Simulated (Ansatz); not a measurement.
Si:

```xyz
1
Lattice="2.6205 0.0000 0.0000 -1.3103 2.2695 0.0000 0.0000 0.0000 2.4664" Properties=species:S:1:pos:R:3 pbc="T T T"
Si    0.0000    0.0000    0.0000
```

This isn't the form of Si at room conditions, which is diamond.

| Item | Value |
| --- | --- |
| Program | Ansatz 0.2.0 |
| Task | relaxation of cell and atoms |
| Functional | HF |
| Potentials or basis | Ansatz PAW |
| Cutoff | 420 eV (not typed: the program's choice for these potentials) |
| k mesh | 6 × 6 × 6 |
| Occupations | fermi-dirac, width 0.05 eV |
| Spin | no spin polarisation |

At the start: volume 14.67 Å³/atom.

Where does the relaxation end?

It ends after 7 steps and the volume is 15.91 Å³/atom (+8.5 %); space group P6/mmm (No. 191, to 0.05 Å).

The path:
| step | energy change (eV) | largest force (eV/Å) | volume (Å³) |
| --- | --- | --- | --- |
| 1 | 0.0000 | 0.0000 | 14.67 |
| 2 | -0.0376 | 0.0000 | 15.70 |
| 3 | -0.0386 | 0.0000 | 15.89 |
| 4 | -0.0386 | 0.0000 | 15.91 |
| 5 | -0.0390 | 0.0000 | 15.91 |
| 6 | -0.0390 | 0.0000 | 15.91 |
| 7 | -0.0390 | 0.0000 | 15.91 |

Final structure:
```cif
data_structure
_symmetry_space_group_name_H-M 'P 1'
_symmetry_Int_Tables_number 1
_cell_length_a 2.6908
_cell_length_b 2.6908
_cell_length_c 2.5379
_cell_angle_alpha 90.000
_cell_angle_beta 90.000
_cell_angle_gamma 120.000
_cell_volume 15.91
loop_
_atom_site_label
_atom_site_type_symbol
_atom_site_fract_x
_atom_site_fract_y
_atom_site_fract_z
_atom_site_occupancy
Si1 Si 0.00000 0.00000 0.00000 1
```

Caveat: the k mesh is coarse (spacing up to 0.46 Å⁻¹), so the values aren't converged, least of all with exact exchange; the plane-wave basis is chosen anew once the cell has moved, so the energies of steps on either side of that aren't comparable; the PAW data sets come from PBE, with cores solved anew for the run's functional, which leaves a small shift of forces and pressure.
